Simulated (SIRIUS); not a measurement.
# Pd (Fm-3m) in SIRIUS: convergence with gk cutoff

Aim: find how far gk cutoff must go before the results for Pd settle, at PBE. This setting moves, with any that are tied to it; all else stays.

Program: SIRIUS 7.12.0. These are calculated values, not measurements. Logs are shortened: lines on timing, memory, paths and dates and some standing lists are left out, and cuts for length are marked. The log counts tension as positive stress, the text compression.

## (1) The crystal as given

The structure is cubic, space group Fm-3m (No. 225). The conventional cell has a = 3.893 Å, b = 3.893 Å, c = 3.893 Å, α = 90.00°, β = 90.00°, γ = 90.00°. Around Pd (site symmetry m-3m) lie 12 Pd at 2.75 Å.

## (2) With gk cutoff 1.91 1/bohr

File sirius.json:

```json
{
  "control": {
    "processing_unit": "cpu",
    "std_evp_solver_name": "lapack",
    "gen_evp_solver_name": "lapack",
    "verbosity": 2,
    "print_forces": true,
    "ortho_rf": true,
    "use_second_variation": true,
    "rmt_max": 3.0,
    "num_bands_to_print": 17,
    "save_wf": true
  },
  "parameters": {
    "electronic_structure_method": "full_potential_lapwlo",
    "xc_functionals": ["XC_GGA_X_PBE", "XC_GGA_C_PBE"],
    "core_relativity": "dirac",
    "valence_relativity": "iora",
    "num_fv_states": 17,
    "smearing": "fermi_dirac",
    "smearing_width": 0.0018374661,
    "pw_cutoff": 20,
    "gk_cutoff": 1.91,
    "lmax_apw": 10,
    "lmax_rho": 8,
    "lmax_pot": 8,
    "num_mag_dims": 0,
    "auto_rmt": 0,
    "ngridk": [12, 12, 12],
    "shiftk": [0, 0, 0],
    "num_dft_iter": 80,
    "energy_tol": 1e-07,
    "density_tol": 1e-05,
    "use_symmetry": true
  },
  "settings": {"tol_ne": 1e-10},
  "iterative_solver": {"type": "exact"},
  "mixer": {"type": "anderson", "beta": 0.5, "max_history": 8},
  "unit_cell": {
    "lattice_vectors": [[0.0, 3.6783519016, 3.6783519016], [3.6783519016, 0.0, 3.6783519016], [3.6783519016, 3.6783519016, 0.0]],
    "atom_types": ["Pd"],
    "atom_files": {"Pd": "Pd.json"},
    "atoms": {"Pd": [[0.0, 0.0, 0.0]]}
  }
}
```

File Pd.json:

```json
{
  "name": "palladium",
  "symbol": "Pd",
  "number": 46,
  "mass": 106.42,
  "rmin": 1e-06,
  "rmt": 2.54,
  "nrmt": 800,
  "rinf": 14.72,
  "core": "1s2s2p3s3p3d",
  "valence": [
    {"basis": [{"enu": 0.14, "dme": 0, "n": 0, "auto": 0}, {"enu": 0.14, "dme": 1, "n": 0, "auto": 0}]},
    {"l": 0, "n": 1, "basis": [{"enu": 0.24, "dme": 0, "n": 0, "auto": 0}]},
    {"l": 1, "n": 2, "basis": [{"enu": 0.24, "dme": 0, "n": 0, "auto": 0}]},
    {"l": 2, "n": 3, "basis": [{"enu": 0.24, "dme": 0, "n": 0, "auto": 0}]},
    {"l": 3, "n": 4, "basis": [{"enu": 0.24, "dme": 0, "n": 0, "auto": 0}]}
  ],
  "lo": [
    {"l": 0, "basis": [{"enu": 0.24, "dme": 0, "n": 0, "auto": 0}, {"enu": 0.24, "dme": 1, "n": 0, "auto": 0}]},
    {"l": 0, "basis": [{"enu": -2.73, "dme": 0, "n": 4, "auto": 1}, {"enu": -2.73, "dme": 1, "n": 4, "auto": 1}]},
    {"l": 0, "basis": [{"enu": -2.73, "dme": 1, "n": 4, "auto": 1}, {"enu": 0.24, "dme": 0, "n": 0, "auto": 0}]},
    {"l": 0, "basis": [{"enu": 0.24, "dme": 0, "n": 0, "auto": 0}, {"enu": 2.72, "dme": 0, "n": 0, "auto": 0}]},
    {"l": 1, "basis": [{"enu": 0.24, "dme": 0, "n": 0, "auto": 0}, {"enu": 0.24, "dme": 1, "n": 0, "auto": 0}]},
    {
      "l": 1,
      "basis": [{"enu": -1.4849, "dme": 0, "n": 4, "auto": 1}, {"enu": -1.4849, "dme": 1, "n": 4, "auto": 1}]
    },
    {
      "l": 1,
      "basis": [{"enu": -1.4849, "dme": 1, "n": 4, "auto": 1}, {"enu": 0.24, "dme": 0, "n": 0, "auto": 0}]
    },
    {"l": 1, "basis": [{"enu": 0.24, "dme": 0, "n": 0, "auto": 0}, {"enu": 3.092, "dme": 0, "n": 0, "auto": 0}]},
    {"l": 2, "basis": [{"enu": 0.24, "dme": 0, "n": 0, "auto": 0}, {"enu": 0.24, "dme": 1, "n": 0, "auto": 0}]},
    {"l": 2, "basis": [{"enu": 0.24, "dme": 1, "n": 0, "auto": 0}, {"enu": 0.24, "dme": 2, "n": 0, "auto": 0}]},
    {"l": 2, "basis": [{"enu": 0.24, "dme": 0, "n": 0, "auto": 0}, {"enu": 2.658, "dme": 0, "n": 0, "auto": 0}]},
    {"l": 3, "basis": [{"enu": 0.24, "dme": 0, "n": 0, "auto": 0}, {"enu": 0.24, "dme": 1, "n": 0, "auto": 0}]},
    {"l": 3, "basis": [{"enu": 0.24, "dme": 0, "n": 0, "auto": 0}, {"enu": 2.937, "dme": 0, "n": 0, "auto": 0}]}
  ],
  "free_atom": [... radial grid and density of the free atom, the start of the SCF ...]
}
```

File sirius_start.json:

```json
{
  "control": {
    "processing_unit": "cpu",
    "std_evp_solver_name": "lapack",
    "gen_evp_solver_name": "lapack",
    "verbosity": 1,
    "print_forces": false,
    "ortho_rf": true,
    "use_second_variation": true,
    "rmt_max": 3.0,
    "num_bands_to_print": 17,
    "save_wf": false
  },
  "parameters": {
    "electronic_structure_method": "full_potential_lapwlo",
    "xc_functionals": ["XC_LDA_X", "XC_LDA_C_PW"],
    "core_relativity": "dirac",
    "valence_relativity": "iora",
    "num_fv_states": 17,
    "smearing": "fermi_dirac",
    "smearing_width": 0.0055123983,
    "pw_cutoff": 20,
    "gk_cutoff": 1.52,
    "lmax_apw": 10,
    "lmax_rho": 8,
    "lmax_pot": 8,
    "num_mag_dims": 0,
    "auto_rmt": 0,
    "ngridk": [5, 5, 5],
    "shiftk": [0, 0, 0],
    "num_dft_iter": 30,
    "energy_tol": 0.01,
    "density_tol": 0.05,
    "use_symmetry": true
  },
  "settings": {"tol_ne": 1e-10},
  "iterative_solver": {"type": "exact"},
  "mixer": {"type": "anderson", "beta": 0.5, "max_history": 8},
  "unit_cell": {
    "lattice_vectors": [[0.0, 3.6783519016, 3.6783519016], [3.6783519016, 0.0, 3.6783519016], [3.6783519016, 3.6783519016, 0.0]],
    "atom_types": ["Pd"],
    "atom_files": {"Pd": "Pd.json"},
    "atoms": {"Pd": [[0.0, 0.0, 0.0]]}
  }
}
```

Potentials or basis: all-electron FP-LAPW, apw+lo standard.

Run with:

```
$ OMP_NUM_THREADS=1 sirius.scf --input=sirius_start.json --output=start.json
$ OMP_NUM_THREADS=1 sirius.scf --input=sirius.json --output=output.json --task=1
```

Run time: 18 s. Hardware: 1 thread of Arm Neoverse V2, shared host; peak memory 0.26 GiB.

What came out:

- Free energy: -137332.9127 eV
- Band gap on the k mesh: none (metal or under the smearing width)
- All electrons inside the program's atomic spheres: Pd 44.88 (radii Pd 2.54 bohr)

## (3) With gk cutoff 2.25 1/bohr

sirius.json, as its differences from that of step 2:

```diff
@@ -22,3 +22,3 @@
     "pw_cutoff": 20,
-    "gk_cutoff": 1.91,
+    "gk_cutoff": 2.25,
     "lmax_apw": 10,
```

File Pd.json:

```json
{
  "name": "palladium",
  "symbol": "Pd",
  "number": 46,
  "mass": 106.42,
  "rmin": 1e-06,
  "rmt": 2.54,
  "nrmt": 800,
  "rinf": 14.72,
  "core": "1s2s2p3s3p3d",
  "valence": [
    {"basis": [{"enu": 0.08, "dme": 0, "n": 0, "auto": 0}, {"enu": 0.08, "dme": 1, "n": 0, "auto": 0}]},
    {"l": 0, "n": 1, "basis": [{"enu": 0.18, "dme": 0, "n": 0, "auto": 0}]},
    {"l": 1, "n": 2, "basis": [{"enu": 0.18, "dme": 0, "n": 0, "auto": 0}]},
    {"l": 2, "n": 3, "basis": [{"enu": 0.18, "dme": 0, "n": 0, "auto": 0}]},
    {"l": 3, "n": 4, "basis": [{"enu": 0.18, "dme": 0, "n": 0, "auto": 0}]}
  ],
  "lo": [
    {"l": 0, "basis": [{"enu": 0.18, "dme": 0, "n": 0, "auto": 0}, {"enu": 0.18, "dme": 1, "n": 0, "auto": 0}]},
    {"l": 0, "basis": [{"enu": -2.79, "dme": 0, "n": 4, "auto": 1}, {"enu": -2.79, "dme": 1, "n": 4, "auto": 1}]},
    {"l": 0, "basis": [{"enu": -2.79, "dme": 1, "n": 4, "auto": 1}, {"enu": 0.18, "dme": 0, "n": 0, "auto": 0}]},
    {"l": 0, "basis": [{"enu": 0.18, "dme": 0, "n": 0, "auto": 0}, {"enu": 2.66, "dme": 0, "n": 0, "auto": 0}]},
    {"l": 1, "basis": [{"enu": 0.18, "dme": 0, "n": 0, "auto": 0}, {"enu": 0.18, "dme": 1, "n": 0, "auto": 0}]},
    {
      "l": 1,
      "basis": [{"enu": -1.5449, "dme": 0, "n": 4, "auto": 1}, {"enu": -1.5449, "dme": 1, "n": 4, "auto": 1}]
    },
    {
      "l": 1,
      "basis": [{"enu": -1.5449, "dme": 1, "n": 4, "auto": 1}, {"enu": 0.18, "dme": 0, "n": 0, "auto": 0}]
    },
    {"l": 1, "basis": [{"enu": 0.18, "dme": 0, "n": 0, "auto": 0}, {"enu": 3.032, "dme": 0, "n": 0, "auto": 0}]},
    {"l": 2, "basis": [{"enu": 0.18, "dme": 0, "n": 0, "auto": 0}, {"enu": 0.18, "dme": 1, "n": 0, "auto": 0}]},
    {"l": 2, "basis": [{"enu": 0.18, "dme": 1, "n": 0, "auto": 0}, {"enu": 0.18, "dme": 2, "n": 0, "auto": 0}]},
    {"l": 2, "basis": [{"enu": 0.18, "dme": 0, "n": 0, "auto": 0}, {"enu": 2.598, "dme": 0, "n": 0, "auto": 0}]},
    {"l": 3, "basis": [{"enu": 0.18, "dme": 0, "n": 0, "auto": 0}, {"enu": 0.18, "dme": 1, "n": 0, "auto": 0}]},
    {"l": 3, "basis": [{"enu": 0.18, "dme": 0, "n": 0, "auto": 0}, {"enu": 2.877, "dme": 0, "n": 0, "auto": 0}]}
  ],
  "free_atom": [... radial grid and density of the free atom, the start of the SCF ...]
}
```

sirius_start.json, as its differences from that of step 2:

```diff
@@ -22,3 +22,3 @@
     "pw_cutoff": 20,
-    "gk_cutoff": 1.52,
+    "gk_cutoff": 1.8,
     "lmax_apw": 10,
```

Potentials or basis: all-electron FP-LAPW, apw+lo standard.

Run with:

```
$ OMP_NUM_THREADS=1 sirius.scf --input=sirius_start.json --output=start.json
$ OMP_NUM_THREADS=1 sirius.scf --input=sirius.json --output=output.json --task=1
```

It took 21 s on 1 thread of Arm Neoverse V2, shared host; peak memory 0.26 GiB.

Results:

* Free energy: -137335.5568 eV
* Band gap on the k mesh: none (metal or under the smearing width)
* All electrons inside the program's atomic spheres: Pd 44.95 (radii Pd 2.54 bohr)

## (4) With gk cutoff 2.6 1/bohr

sirius.json, as its differences from that of step 3:

```diff
@@ -22,3 +22,3 @@
     "pw_cutoff": 20,
-    "gk_cutoff": 2.25,
+    "gk_cutoff": 2.6,
     "lmax_apw": 10,
```

File Pd.json:

```json
{
  "name": "palladium",
  "symbol": "Pd",
  "number": 46,
  "mass": 106.42,
  "rmin": 1e-06,
  "rmt": 2.54,
  "nrmt": 800,
  "rinf": 14.72,
  "core": "1s2s2p3s3p3d",
  "valence": [
    {"basis": [{"enu": 0.05, "dme": 0, "n": 0, "auto": 0}, {"enu": 0.05, "dme": 1, "n": 0, "auto": 0}]},
    {"l": 0, "n": 1, "basis": [{"enu": 0.15, "dme": 0, "n": 0, "auto": 0}]},
    {"l": 1, "n": 2, "basis": [{"enu": 0.15, "dme": 0, "n": 0, "auto": 0}]},
    {"l": 2, "n": 3, "basis": [{"enu": 0.15, "dme": 0, "n": 0, "auto": 0}]},
    {"l": 3, "n": 4, "basis": [{"enu": 0.15, "dme": 0, "n": 0, "auto": 0}]}
  ],
  "lo": [
    {"l": 0, "basis": [{"enu": 0.15, "dme": 0, "n": 0, "auto": 0}, {"enu": 0.15, "dme": 1, "n": 0, "auto": 0}]},
    {"l": 0, "basis": [{"enu": -2.82, "dme": 0, "n": 4, "auto": 1}, {"enu": -2.82, "dme": 1, "n": 4, "auto": 1}]},
    {"l": 0, "basis": [{"enu": -2.82, "dme": 1, "n": 4, "auto": 1}, {"enu": 0.15, "dme": 0, "n": 0, "auto": 0}]},
    {"l": 0, "basis": [{"enu": 0.15, "dme": 0, "n": 0, "auto": 0}, {"enu": 2.63, "dme": 0, "n": 0, "auto": 0}]},
    {"l": 1, "basis": [{"enu": 0.15, "dme": 0, "n": 0, "auto": 0}, {"enu": 0.15, "dme": 1, "n": 0, "auto": 0}]},
    {
      "l": 1,
      "basis": [{"enu": -1.5749, "dme": 0, "n": 4, "auto": 1}, {"enu": -1.5749, "dme": 1, "n": 4, "auto": 1}]
    },
    {
      "l": 1,
      "basis": [{"enu": -1.5749, "dme": 1, "n": 4, "auto": 1}, {"enu": 0.15, "dme": 0, "n": 0, "auto": 0}]
    },
    {"l": 1, "basis": [{"enu": 0.15, "dme": 0, "n": 0, "auto": 0}, {"enu": 3.002, "dme": 0, "n": 0, "auto": 0}]},
    {"l": 2, "basis": [{"enu": 0.15, "dme": 0, "n": 0, "auto": 0}, {"enu": 0.15, "dme": 1, "n": 0, "auto": 0}]},
    {"l": 2, "basis": [{"enu": 0.15, "dme": 1, "n": 0, "auto": 0}, {"enu": 0.15, "dme": 2, "n": 0, "auto": 0}]},
    {"l": 2, "basis": [{"enu": 0.15, "dme": 0, "n": 0, "auto": 0}, {"enu": 2.568, "dme": 0, "n": 0, "auto": 0}]},
    {"l": 3, "basis": [{"enu": 0.15, "dme": 0, "n": 0, "auto": 0}, {"enu": 0.15, "dme": 1, "n": 0, "auto": 0}]},
    {"l": 3, "basis": [{"enu": 0.15, "dme": 0, "n": 0, "auto": 0}, {"enu": 2.847, "dme": 0, "n": 0, "auto": 0}]}
  ],
  "free_atom": [... radial grid and density of the free atom, the start of the SCF ...]
}
```

sirius_start.json, as its differences from that of step 3:

```diff
@@ -22,3 +22,3 @@
     "pw_cutoff": 20,
-    "gk_cutoff": 1.8,
+    "gk_cutoff": 2.08,
     "lmax_apw": 10,
```

Run with:

```
$ OMP_NUM_THREADS=1 sirius.scf --input=sirius_start.json --output=start.json
$ OMP_NUM_THREADS=1 sirius.scf --input=sirius.json --output=output.json --task=1
```

Run time: 20 s. Hardware: 1 thread of Arm Neoverse V2, shared host; peak memory 0.27 GiB.

What came out:

| Item | Value |
| --- | --- |
| Free energy | -137336.6920 eV |
| Band gap on the k mesh | none (metal or under the smearing width) |
| All electrons inside the program's atomic spheres | Pd 44.99 (radii Pd 2.54 bohr) |

## (5) With gk cutoff 2.94 1/bohr

sirius.json, as its differences from that of step 4:

```diff
@@ -22,3 +22,3 @@
     "pw_cutoff": 20,
-    "gk_cutoff": 2.6,
+    "gk_cutoff": 2.94,
     "lmax_apw": 10,
```

Pd.json is that of step 4.

sirius_start.json, as its differences from that of step 4:

```diff
@@ -22,3 +22,3 @@
     "pw_cutoff": 20,
-    "gk_cutoff": 2.08,
+    "gk_cutoff": 2.36,
     "lmax_apw": 10,
```

Run with:

```
$ OMP_NUM_THREADS=1 sirius.scf --input=sirius_start.json --output=start.json
$ OMP_NUM_THREADS=1 sirius.scf --input=sirius.json --output=output.json --task=1
```

It took 22 s on 1 thread of Arm Neoverse V2, shared host; peak memory 0.28 GiB.

What came out:

* Free energy: -137337.0811 eV
* Band gap on the k mesh: none (metal or under the smearing width)
* All electrons inside the program's atomic spheres: Pd 45.00 (radii Pd 2.54 bohr)

## (6) With gk cutoff 3.29 1/bohr

sirius.json, as its differences from that of step 5:

```diff
@@ -22,3 +22,3 @@
     "pw_cutoff": 20,
-    "gk_cutoff": 2.94,
+    "gk_cutoff": 3.29,
     "lmax_apw": 10,
```

File Pd.json:

```json
{
  "name": "palladium",
  "symbol": "Pd",
  "number": 46,
  "mass": 106.42,
  "rmin": 1e-06,
  "rmt": 2.54,
  "nrmt": 800,
  "rinf": 14.72,
  "core": "1s2s2p3s3p3d",
  "valence": [
    {"basis": [{"enu": 0.08, "dme": 0, "n": 0, "auto": 0}, {"enu": 0.08, "dme": 1, "n": 0, "auto": 0}]},
    {"l": 0, "n": 1, "basis": [{"enu": 0.18, "dme": 0, "n": 0, "auto": 0}]},
    {"l": 1, "n": 2, "basis": [{"enu": 0.18, "dme": 0, "n": 0, "auto": 0}]},
    {"l": 2, "n": 3, "basis": [{"enu": 0.18, "dme": 0, "n": 0, "auto": 0}]},
    {"l": 3, "n": 4, "basis": [{"enu": 0.18, "dme": 0, "n": 0, "auto": 0}]}
  ],
  "lo": [
    {"l": 0, "basis": [{"enu": 0.18, "dme": 0, "n": 0, "auto": 0}, {"enu": 0.18, "dme": 1, "n": 0, "auto": 0}]},
    {"l": 0, "basis": [{"enu": -2.79, "dme": 0, "n": 4, "auto": 1}, {"enu": -2.79, "dme": 1, "n": 4, "auto": 1}]},
    {"l": 0, "basis": [{"enu": -2.79, "dme": 1, "n": 4, "auto": 1}, {"enu": 0.18, "dme": 0, "n": 0, "auto": 0}]},
    {"l": 0, "basis": [{"enu": 0.18, "dme": 0, "n": 0, "auto": 0}, {"enu": 2.66, "dme": 0, "n": 0, "auto": 0}]},
    {"l": 1, "basis": [{"enu": 0.18, "dme": 0, "n": 0, "auto": 0}, {"enu": 0.18, "dme": 1, "n": 0, "auto": 0}]},
    {
      "l": 1,
      "basis": [{"enu": -1.5449, "dme": 0, "n": 4, "auto": 1}, {"enu": -1.5449, "dme": 1, "n": 4, "auto": 1}]
    },
    {
      "l": 1,
      "basis": [{"enu": -1.5449, "dme": 1, "n": 4, "auto": 1}, {"enu": 0.18, "dme": 0, "n": 0, "auto": 0}]
    },
    {"l": 1, "basis": [{"enu": 0.18, "dme": 0, "n": 0, "auto": 0}, {"enu": 3.032, "dme": 0, "n": 0, "auto": 0}]},
    {"l": 2, "basis": [{"enu": 0.18, "dme": 0, "n": 0, "auto": 0}, {"enu": 0.18, "dme": 1, "n": 0, "auto": 0}]},
    {"l": 2, "basis": [{"enu": 0.18, "dme": 1, "n": 0, "auto": 0}, {"enu": 0.18, "dme": 2, "n": 0, "auto": 0}]},
    {"l": 2, "basis": [{"enu": 0.18, "dme": 0, "n": 0, "auto": 0}, {"enu": 2.598, "dme": 0, "n": 0, "auto": 0}]},
    {"l": 3, "basis": [{"enu": 0.18, "dme": 0, "n": 0, "auto": 0}, {"enu": 0.18, "dme": 1, "n": 0, "auto": 0}]},
    {"l": 3, "basis": [{"enu": 0.18, "dme": 0, "n": 0, "auto": 0}, {"enu": 2.877, "dme": 0, "n": 0, "auto": 0}]}
  ],
  "free_atom": [... radial grid and density of the free atom, the start of the SCF ...]
}
```

sirius_start.json, as its differences from that of step 5:

```diff
@@ -22,3 +22,3 @@
     "pw_cutoff": 20,
-    "gk_cutoff": 2.36,
+    "gk_cutoff": 2.63,
     "lmax_apw": 10,
```

Potentials or basis: all-electron FP-LAPW, apw+lo standard.

Run with:

```
$ OMP_NUM_THREADS=1 sirius.scf --input=sirius_start.json --output=start.json
$ OMP_NUM_THREADS=1 sirius.scf --input=sirius.json --output=output.json --task=1
```

Run time: 20 s. Hardware: 1 thread of Arm Neoverse V2, shared host; peak memory 0.29 GiB.

Results:

```
Free energy                                       : -137337.1992 eV
Band gap on the k mesh                            : none (metal or under the smearing width)
All electrons inside the program's atomic spheres : Pd 45.01 (radii Pd 2.54 bohr)
```

## (7) With gk cutoff 3.64 1/bohr

sirius.json, as its differences from that of step 6:

```diff
@@ -22,4 +22,4 @@
     "pw_cutoff": 20,
-    "gk_cutoff": 3.29,
-    "lmax_apw": 10,
+    "gk_cutoff": 3.64,
+    "lmax_apw": 11,
     "lmax_rho": 8,
```

Pd.json is that of step 6.

sirius_start.json, as its differences from that of step 6:

```diff
@@ -22,4 +22,4 @@
     "pw_cutoff": 20,
-    "gk_cutoff": 2.63,
-    "lmax_apw": 10,
+    "gk_cutoff": 2.77,
+    "lmax_apw": 11,
     "lmax_rho": 8,
```

Run with:

```
$ OMP_NUM_THREADS=1 sirius.scf --input=sirius_start.json --output=start.json
$ OMP_NUM_THREADS=1 sirius.scf --input=sirius.json --output=output.json --task=1
```

Wall time 23 s (1 thread of Arm Neoverse V2, shared host); peak memory 0.32 GiB.

Results (log left out):

- Free energy: -137337.2286 eV
- Band gap on the k mesh: none (metal or under the smearing width)
- All electrons inside the program's atomic spheres: Pd 45.01 (radii Pd 2.54 bohr)

[end of part 1 of 2]
